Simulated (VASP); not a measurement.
Crystal: LaH3.

```
La H
1.0
     0.00000    2.78648    2.78648
     2.78648    0.00000    2.78648
     2.78648    2.78648    0.00000
La H
1 3
Direct
  0.00000 0.00000 0.00000
  0.25000 0.25000 0.25000
  0.75000 0.75000 0.75000
  0.50000 0.50000 0.50000
```

The cell comes from a database or a generator and needn't be the stable form of this composition.

- Program: VASP 6.6.1
- Task: relaxation of cell and atoms
- Functional: LAK
- Potentials or basis: VASP PAW PBE potentials, release 64 (La, H)
- Cutoff: 600 eV
- k mesh: 8 × 8 × 8
- Occupations: gaussian, width 0.05 eV
- Spin: no spin polarisation

At the start: pressure 3.0 GPa; volume 10.82 Å³/atom.

Task: How do energy, volume and symmetry change on relaxing?

Result: Over 3 steps the energy falls by 3.6 meV/atom and the volume is 11.21 Å³/atom (+3.7 %); space group Fm-3m (No. 225, to 0.05 Å).

The path:
| step | energy change (eV) | largest force (eV/Å) | pressure (GPa) | volume (Å³) |
| --- | --- | --- | --- | --- |
| 1 | 0.0000 | 0.0000 | 2.98 | 43.27 |
| 2 | -0.0139 | 0.0000 | 0.55 | 44.54 |
| 3 | -0.0144 | 0.0000 | 0.00 | 44.86 |

Final structure:
```
La H
1.0
     0.00000    2.82013    2.82013
     2.82013    0.00000    2.82013
     2.82013    2.82013    0.00000
La H
1 3
Direct
  0.00000 0.00000 0.00000
  0.25000 0.25000 0.25000
  0.75000 0.75000 0.75000
  0.50000 0.50000 0.50000
```

Caveat: the PAW data sets were made with another functional, which shifts forces and pressure a little.
